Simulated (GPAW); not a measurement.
Here is a GPAW 26.7.0 calculation.

The input run.py:

```python
from ase.dft.bandgap import bandgap
from ase.io import read, write
from ase.units import GPa
from gpaw import GPAW, PW

atoms = read('POSCAR')

calc = GPAW(mode=PW(650),
            xc='PBE',
            kpts={'size': (10, 10, 4), 'gamma': True},
            occupations={'name': 'fermi-dirac', 'width': 0.05},
            nbands=18,
            maxiter=120,
            txt='gpaw.txt')
atoms.calc = calc
energy = atoms.get_potential_energy()
forces = atoms.get_forces()
stress = atoms.get_stress()
calc.write('gs.gpw')
write('result.traj', atoms)
print(f'Energy: {energy:.6f} eV')
print('Forces (eV/A):')
print(forces.round(4))
print('Stress (GPa):', (stress / GPa).round(3))
print('Fermi level:', round(calc.get_fermi_level(), 4), 'eV')
print(f'Gap: {bandgap(calc)[0]:.4f} eV, direct: {bandgap(calc, direct=True)[0]:.4f} eV')
```

POSCAR

```
BN
1.0
    2.4982400000      0.0000000000      0.0000000000
   -1.2491200000      2.1635393048      0.0000000000
    0.0000000000      0.0000000000      6.6357000000
N B
2 2
Direct
    0.6666666667      0.3333333333      0.2500000000
    0.3333333333      0.6666666667      0.7500000000
    0.6666666667      0.3333333333      0.7500000000
    0.3333333333      0.6666666667      0.2500000000
```

Potentials or basis: GPAW PAW data sets (gpaw-data 1.2.1), pw.

The run is started by

```bash
$ OMP_NUM_THREADS=1 python run.py
```

**Question.** What does it give for the pressure?

**Answer.** 0.3 GPa.

**Question.** Estimate the band gap on the k mesh.

**Answer.** 4.24 eV, indirect (least direct gap 4.68 eV).

Stress tensor (GPa, compression positive):
```
 1.53  0.00  0.00
 0.00  1.53  0.00
 0.00  0.00 -2.06
```

Caveat: the cutoff is short for stress and forces, so pressures can be off by a GPa or more; this functional lacks dispersion, which binds the layers, so the pressure and a relaxed spacing across them are unreliable. A k mesh can miss the band edges.
